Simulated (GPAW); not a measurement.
# TaN (Fm-3m) in GPAW: settings compared

The runs below take TaN through single point, with PBE+U, PBEsol+U.

Everything below comes from runs of GPAW 26.7.0. Logs are shortened: lines on timing, memory, paths and dates and some standing lists are left out, and cuts for length are marked. The log counts tension as positive stress, the text compression.

**1. The crystal as given**

It takes space group Fm-3m (No. 225, cubic). Conventional cell: a = 4.423 Å, b = 4.423 Å, c = 4.423 Å, α = 90.00°, β = 90.00°, γ = 90.00°. Ta (site symmetry m-3m) has 6 N at 2.21 Å as nearest neighbours. N (site symmetry m-3m) is surrounded by 6 Ta at 2.21 Å.

The cell comes from a database or a generator and needn't be the stable form of this composition.

**2. Single point, PBE+U**

run.py

```python
from ase.dft.bandgap import bandgap
from ase.io import read, write
from ase.units import GPa
from gpaw import GPAW, PW, setup_paths

setup_paths.insert(0, '.')

atoms = read('POSCAR')

calc = GPAW(mode=PW(650),
            xc='PBE',
            kpts={'size': (8, 8, 8), 'gamma': True},
            occupations={'name': 'fermi-dirac', 'width': 0.05},
            setups={'Ta': ':d,6.0'},
            nbands=19,
            maxiter=120,
            txt='gpaw.txt')
atoms.calc = calc
energy = atoms.get_potential_energy()
forces = atoms.get_forces()
stress = atoms.get_stress()
calc.write('gs.gpw')
write('result.traj', atoms)
print(f'Energy: {energy:.6f} eV')
print('Forces (eV/A):')
print(forces.round(4))
print('Stress (GPa):', (stress / GPa).round(3))
print('Fermi level:', round(calc.get_fermi_level(), 4), 'eV')
print(f'Gap: {bandgap(calc)[0]:.4f} eV, direct: {bandgap(calc, direct=True)[0]:.4f} eV')
```

POSCAR

```
TaN
1.0
    0.0000000000      2.2113230000      2.2113230000
    2.2113230000      0.0000000000      2.2113230000
    2.2113230000      2.2113230000      0.0000000000
Ta N
1 1
Direct
    0.5000000000      0.5000000000      0.5000000000
    0.0000000000      0.0000000000      0.0000000000
```

Potentials or basis: PAW data sets generated in the run's folder for this functional, pw.

Started as:

```bash
$ gpaw-setup -f PBE N Ta
$ OMP_NUM_THREADS=1 python run.py
```

gpaw.txt:

```text
__  _  _
 | _ |_)|_||  |
 |__||  | ||/\| - 26.7.0

Input parameters:
  mode=PW(ecut=650.0),
  kpts=MonkhorstPack(size=(8, 8, 8), gamma=True),
  maxiter=120,
  nbands=19,
  occupations=Occupations(name='fermi-dirac', width=0.05),
  setups={'Ta': ':d,6.0'},
  xc=XC(name='PBE')

Diagonalizing LCAO Hamiltonian
Converting LCAO to pw mode

              Ta

       N

Atoms  # Å, Bohr magnetons
|   | symbol |        x |        y |        z |    initial magnetic moments |
|---|--------|----------|----------|----------|-----------------------------|
| 0 |     Ta | 2.211323 | 2.211323 | 2.211323 | ( 0.0000,  0.0000,  0.0000) |
| 1 |      N | 0.000000 | 0.000000 | 0.000000 | ( 0.0000,  0.0000,  0.0000) |

Unit cell  # Å
| periodic |        x |        y |        z |  lengths |    angles |
|----------|----------|----------|----------|----------|-----------|
|      yes | 0.000000 | 2.211323 | 2.211323 | 3.127283 | 60.000000 |
|      yes | 2.211323 | 0.000000 | 2.211323 | 3.127283 | 60.000000 |
|      yes | 2.211323 | 2.211323 | 0.000000 | 3.127283 | 60.000000 |

Number of symmetries: 48
Symmetry operations  # r_c * U_cc + t_c -> r_c
|    | kind |            matrix            |
|----|------|------------------------------|
|  0 |  σ   |  1, 0, 0,  1, 0,-1,  1,-1, 0 |
|  1 |  C2  |  1, 0, 0,  1,-1, 0,  1, 0,-1 |
|  2 |  E   |  1, 0, 0,  0, 1, 0,  0, 0, 1 |
|  3 |  σ   |  1, 0, 0,  0, 0, 1,  0, 1, 0 |
|  4 |  C4  |  1, 0,-1,  1, 0, 0,  1,-1, 0 |
|  5 |  S6  |  1, 0,-1,  1,-1, 0,  1, 0, 0 |
|  6 |  σ   |  1, 0,-1,  0, 1,-1,  0, 0,-1 |
|  7 |  C3  |  1, 0,-1,  0, 0,-1,  0, 1,-1 |
|  8 |  S6  |  1,-1, 0,  1, 0, 0,  1, 0,-1 |
|  9 |  C4  |  1,-1, 0,  1, 0,-1,  1, 0, 0 |
| 10 |  C3  |  1,-1, 0,  0,-1, 1,  0,-1, 0 |
| 11 |  σ   |  1,-1, 0,  0,-1, 0,  0,-1, 1 |
| 12 |  σ   |  0, 1, 0,  1, 0, 0,  0, 0, 1 |
| 13 |  C4  |  0, 1, 0,  0, 1,-1, -1, 1, 0 |
| 14 |  C3  |  0, 1, 0,  0, 0, 1,  1, 0, 0 |
| 15 |  S6  |  0, 1, 0, -1, 1, 0,  0, 1,-1 |
| 16 |  C2  |  0, 1,-1,  1, 0,-1,  0, 0,-1 |
| 17 |  σ   |  0, 1,-1,  0, 1, 0, -1, 1, 0 |
| 18 |  S4  |  0, 1,-1,  0, 0,-1,  1, 0,-1 |
| 19 |  C4  |  0, 1,-1, -1, 1, 0,  0, 1, 0 |
| 20 |  C3  |  0, 0, 1,  1, 0, 0,  0, 1, 0 |
| 21 |  σ   |  0, 0, 1,  0, 1, 0,  1, 0, 0 |
| 22 |  S6  |  0, 0, 1,  0,-1, 1, -1, 0, 1 |
| 23 |  C4  |  0, 0, 1, -1, 0, 1,  0,-1, 1 |
| 24 |  S4  |  0, 0,-1,  1, 0,-1,  0, 1,-1 |
| 25 |  C3  |  0, 0,-1,  0, 1,-1,  1, 0,-1 |
| 26 |  C2  |  0, 0,-1,  0,-1, 0, -1, 0, 0 |
| 27 |  S6  |  0, 0,-1, -1, 0, 0,  0,-1, 0 |
| 28 |  S4  |  0,-1, 1,  1,-1, 0,  0,-1, 0 |
| 29 |  C4  |  0,-1, 1,  0, 0, 1, -1, 0, 1 |
| 30 |  C2  |  0,-1, 1,  0,-1, 0,  1,-1, 0 |
| 31 |  σ   |  0,-1, 1, -1, 0, 1,  0, 0, 1 |
| 32 |  C3  |  0,-1, 0,  1,-1, 0,  0,-1, 1 |
| 33 |  S6  |  0,-1, 0,  0, 0,-1, -1, 0, 0 |
| 34 |  S4  |  0,-1, 0,  0,-1, 1,  1,-1, 0 |
| 35 |  C2  |  0,-1, 0, -1, 0, 0,  0, 0,-1 |
| 36 |  C2  | -1, 1, 0,  0, 1, 0,  0, 1,-1 |
| 37 |  S6  | -1, 1, 0,  0, 1,-1,  0, 1, 0 |
| 38 |  S4  | -1, 1, 0, -1, 0, 1, -1, 0, 0 |
| 39 |  C3  | -1, 1, 0, -1, 0, 0, -1, 0, 1 |
| 40 |  S6  | -1, 0, 1,  0, 0, 1,  0,-1, 1 |
| 41 |  C2  | -1, 0, 1,  0,-1, 1,  0, 0, 1 |
| 42 |  C3  | -1, 0, 1, -1, 1, 0, -1, 0, 0 |
| 43 |  S4  | -1, 0, 1, -1, 0, 0, -1, 1, 0 |
| 44 |  C2  | -1, 0, 0,  0, 0,-1,  0,-1, 0 |
| 45 |  i   | -1, 0, 0,  0,-1, 0,  0, 0,-1 |
| 46 |  σ   | -1, 0, 0, -1, 1, 0, -1, 0, 1 |
| 47 |  C2  | -1, 0, 0, -1, 0, 1, -1, 1, 0 |

BZ-sampling:
  Number of BZ points: 512
  Number of IBZ points: 29

  Monkhorst-Pack size: [8, 8, 8]
  Monkhorst-Pack shift: [0.0625, 0.0625, 0.0625]

K-points  # in reciprocal-cell coordinates
|     |                                coordinates |     weight |
|-----|--------------------------------------------|------------|
|   0 | (  0.00000000,   0.00000000,   0.00000000) | 0.00195312 |
|   1 | (  0.12500000,   0.12500000,   0.00000000) | 0.01171875 |
|   2 | (  0.12500000,   0.12500000,   0.12500000) | 0.01562500 |
|   3 | (  0.25000000,   0.12500000,   0.12500000) | 0.02343750 |
|   4 | (  0.25000000,   0.25000000,   0.00000000) | 0.01171875 |
|   5 | (  0.25000000,   0.25000000,   0.12500000) | 0.04687500 |
|   6 | (  0.25000000,   0.25000000,   0.25000000) | 0.01562500 |
|   7 | (  0.37500000,   0.25000000,  -0.37500000) | 0.04687500 |
|   8 | (  0.37500000,   0.25000000,   0.12500000) | 0.04687500 |
|   9 | (  0.37500000,   0.25000000,   0.25000000) | 0.04687500 |
| ... |                                            |            |
|  28 | (  0.50000000,   0.50000000,   0.50000000) | 0.00781250 |

Plane wave coefficients: 869
Cutoff: 650.0 eV

Spin-components: 1 (collinear spins)
Bands:           19
Projectors:      11
Spin-degeneracy: 2
Datatype:        complex128

Parallelization:
  kpt:    1
  domain: 1
  band:   1

Density:
  Valence electrons: 18.0
  Components: 1
  Grid points: [20 20 20]
  Charge: 0.0  # |e|

Potential:
  Grid points: [20 20 20]

species:
  Ta:
    name:    Tantalum
    Z:       73.0
    valence: 13
    core:    60
    charge:  0.0  # [|e|]
    Hubbard: {U: 6.0,  # eV
              l: 2,
              scale: True}
    compensation charges:
      type: gauss
      rc: 0.42  # [Å]
      lmax: 2
    cutoffs:
      filter: 2.36  # [Å]
      core: 3.45  # [Å]
    projectors
    | kind |    occ | energy [eV] | rcut [Å] |
    |------|--------|-------------|----------|
    |   5s |  2.000 |     -72.790 |    1.365 |
    |   6s |  2.000 |      -5.429 |    1.365 |
    |   5p |  6.000 |     -39.427 |    1.349 |
    |   6p |  0.000 |      -1.396 |    1.349 |
    |   5d |  3.000 |      -3.603 |    1.307 |
    |    d |        |      23.609 |    1.307 |

    Using partial waves for Ta as LCAO basis

  N:
    name:    Nitrogen
    Z:       7.0
    valence: 5
    core:    2
    charge:  0.0  # [|e|]
    compensation charges:
      type: gauss
      rc: 0.18  # [Å]
      lmax: 2
    cutoffs:
      filter: 1.11  # [Å]
      core: 0.96  # [Å]
    projectors
    | kind |    occ | energy [eV] | rcut [Å] |
    |------|--------|-------------|----------|
    |   2s |  2.000 |     -18.583 |    0.603 |
    |   2p |  3.000 |      -7.089 |    0.529 |
    |    s |        |       8.629 |    0.603 |
    |    p |        |      20.123 |    0.529 |
    |    d |        |       0.000 |    0.577 |

    Using partial waves for N as LCAO basis

Reference energy: -425654.165412  # eV

eigensolver:
  PPCG
  Converge bands: occupied
  niter=2

density mixing:
  MSR1-Mixer
  Pratt-step length: 0.05
  Maximum mixing coefficient: 0.75
  Old densities: 10
  SVD Regularization: 0.005
  Good broyden scale: 1.0
  Trust region scale: 1.0
  Backstep threshold: 4.0
  History deletion threshold: 6.0
  Fourier metric: weight=20.0, sigma=0.015

occupation numbers:
  Fermi-Dirac:
    width: 0.0500  # eV

poisson solver:
  ecut: 5200.0  # eV

xc functional:
  name: PBE with 2 nearest neighbor stencil

convergence criteria:
- Maximum [total energy] change in last 3 cyles: 0.0005 eV / valence electron
- Maximum integral of absolute [dens]ity change: 0.0001 electrons / valence electron
- Maximum integral of absolute [eigenst]ate change: 4e-08 eV^2 / valence electron
maximum number of iterations: 120

SCF iterations
|iter     | |      energy | eigst |  dens |
|---------|-|-------------|-------|-------|
|iter:   1| |  -15.695489 | +0.25 |       |
|iter:   2| |  -15.001285 | -2.35 | -0.89 |
|iter:   3| |  -13.297343 | -1.33 | -0.95 |
|iter:   4| |  -13.321136 | -2.92 | -1.64 |
|iter:   5| |  -13.350307 | -3.59 | -1.89 |
|iter:   6| |  -13.353374 | -4.34 | -2.60 |
|iter:   7| |  -13.353802c| -5.63 | -3.20 |
|iter:   8| |  -13.353906c| -6.01 | -3.57 |
|iter:   9| |  -13.353906c| -8.01c| -4.45c|

Converged in 9 steps
Energy contributions relative to reference atoms: (reference = -425654.165412)

Energy contributions:
  Kinetic:          11.509244
  Coulomb:         -12.478042
  Zero:             -0.027925
  External:          0.000000
  Xc:              -12.354078
  Entropy:          -0.006210
  Spinorbit:         0.000000
  ----------------------------
  Free energy:     -13.357011
  Extrapolated:    -13.353906

dipole moment: (-10.972957, -10.972957, -10.972957)  # |e|*Ang

Fermi level: 15.927
Eigenvalues  # (at kpt = [0.000, 0.000, 0.000])
| band index |      eig [eV] | occ [0-2] |
|------------|---------------|-----------|
|          0 |       -54.642 |     2.000 |
|        ... |               |           |
|          3 |       -21.026 |     2.000 |
|          4 |        -3.124 |     2.000 |
|          5 |        11.876 |     2.000 |
|          6 |        11.876 |     2.000 |
|          7 |        11.876 |     2.000 |
|          8 |        13.845 |     2.000 |
[... 8 lines left out ...]
|         17 |        39.323 |     0.000 |
|         18 |        41.356 |     0.000 |

No gap
No difference between direct/indirect transitions

Forces  # eV/Ang
|        x |       y |        z |
|----------|---------|----------|
|  0.00000 | 0.00000 |  0.00000 |  # Ta   0
| -0.00000 | 0.00000 | -0.00000 |  # N    1

Stress tensor  # eV/Ang^3
|         x |         y |         z |
|-----------|-----------|-----------|
| -0.076409 | -0.000000 | -0.000000 |
| -0.000000 | -0.076409 |  0.000000 |
| -0.000000 |  0.000000 | -0.076409 |

# Writing to gs.gpw (mode='')
```

Wall time 11 s (1 thread of Arm Neoverse V2, shared host); peak memory 0.15 GiB.

What came out:

| Property | Result |
| --- | --- |
| Free energy | -13.3570 eV |
| Pressure | 12.2 GPa |
| Band gap on the k mesh | none (metal or under the smearing width) |

Caveat: the cutoff is short for stress and forces, so pressures can be off by a GPa or more; U without spin polarisation on a metal has little footing. Spin-orbit coupling is left out, which matters for the levels of Ta.

**3. Single point, PBEsol+U**

Changes to run.py since step 2:

```diff
@@ -1,3 +1,4 @@
 from ase.dft.bandgap import bandgap
-from ase.io import read, write
+from ase.io import write
+from ase.spacegroup import crystal
 from ase.units import GPa
@@ -7,9 +8,16 @@
 
-atoms = read('POSCAR')
+# Ta 4b
+# N 4a
+atoms = crystal(['Ta', 'N'],
+                basis=[[0.5, 0.0, 0.0],
+                       [0.0, 0.0, 0.0]],
+                spacegroup=225, setting=1,  # Fm-3m
+                cellpar=[4.422646, 4.422646, 4.422646, 90.0, 90.0, 90.0],
+                primitive_cell=True)
 
 calc = GPAW(mode=PW(650),
-            xc='PBE',
+            xc='PBEsol',
             kpts={'size': (8, 8, 8), 'gamma': True},
             occupations={'name': 'fermi-dirac', 'width': 0.05},
-            setups={'Ta': ':d,6.0'},
+            setups={'Ta': ':d,6.2'},
             nbands=19,
```

Potentials or basis: PAW data sets generated in the run's folder for this functional, pw.

Started as:

```bash
$ gpaw-setup -f PBEsol N Ta
$ OMP_NUM_THREADS=1 python run.py
```

It took 15 s on 1 thread of Arm Neoverse V1, shared host; peak memory 0.15 GiB.

The run converged. Its results:

* Free energy: -14.4812 eV
* Pressure: 3.3 GPa
* Band gap on the k mesh: none (metal or under the smearing width)

Levels at points of the mesh, in eV from the Fermi level:
| k point | band 5 | band 6 | band 7 | band 8 | band 9 | band 10 | band 11 | band 12 | band 13 | band 14 |
| --- | --- | --- | --- | --- | --- | --- | --- | --- | --- | --- |
| (0.00, 0.00, 0.00) | -19.00 | -4.03 | -4.03 | -4.03 | -2.10 | -2.10 | -2.10 | 0.92 | 1.14 | 1.14 |
| (0.50, 0.50, 0.00) | -17.42 | -7.04 | -5.49 | -4.90 | -4.90 | 3.29 | 3.56 | 3.56 | 4.83 | 6.50 |
| (0.50, 0.50, 0.50) | -16.01 | -10.60 | -7.22 | -7.22 | 1.91 | 1.94 | 1.94 | 3.08 | 8.24 | 8.24 |

Caveat: the cutoff is short for stress and forces, so pressures can be off by a GPa or more; U without spin polarisation on a metal has little footing.
